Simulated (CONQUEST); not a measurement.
Crystal: Pd.

```
CELL_PARAMETERS angstrom
2.78367 0.00000 0.00000
0.00000 4.62889 0.00000
0.00000 0.00000 4.82145
ATOMIC_POSITIONS crystal
Pd 0.00000 0.25000 0.66667
Pd 0.50000 0.25000 0.16667
Pd 0.00000 0.75000 0.33333
Pd 0.50000 0.75000 0.83333
```

This isn't the form of Pd at room conditions, which is fcc.

```yaml
Program: CONQUEST 1.3
Task: single point
Functional: PBEsol
Potentials_or_basis: PseudoDojo NC PBEsol, DZP, grid cutoff 120 Ha
k_mesh: 10 × 6 × 6
Occupations: fermi-dirac, width 0.05 eV
Spin: no spin polarisation
```

On this cell: pressure -8.7 GPa; largest force under 0.003 eV/Å; band gap on the k mesh none (metal or under the smearing width).

The same run follows on a disturbed copy (atoms moved at random, drawn with an rms of 0.05 Å):

```
CELL_PARAMETERS angstrom
2.78367 0.00000 0.00000
0.00000 4.62889 0.00000
0.00000 0.00000 4.82145
ATOMIC_POSITIONS crystal
Pd 0.02743 0.24099 0.66425
Pd 0.52743 0.24099 0.16425
Pd 0.00934 0.75873 0.33465
Pd 0.50934 0.75873 0.83464
```

Task: What does the disturbed cell give?

Result: The energy (extrapolated to zero smearing) moves by +14.3 meV/atom; pressure -8.0 GPa; largest force 0.692 eV/Å; band gap on the k mesh none (metal or under the smearing width).

Forces on the atoms (eV/Å):
```
Pd  -0.053  0.690  0.016
Pd  -0.053  0.690  0.016
Pd   0.053 -0.690 -0.018
Pd   0.053 -0.690 -0.018
```

Stress tensor (GPa, compression positive):
```
-8.62 -0.25  0.49
-0.25 -7.44  0.08
 0.49  0.08 -8.06
```

Caveats: the box holds several primitive cells, so bands are folded and the points are those of the box's own zone; the basis of atomic orbitals isn't converged, which shifts pressures, moduli and gaps.
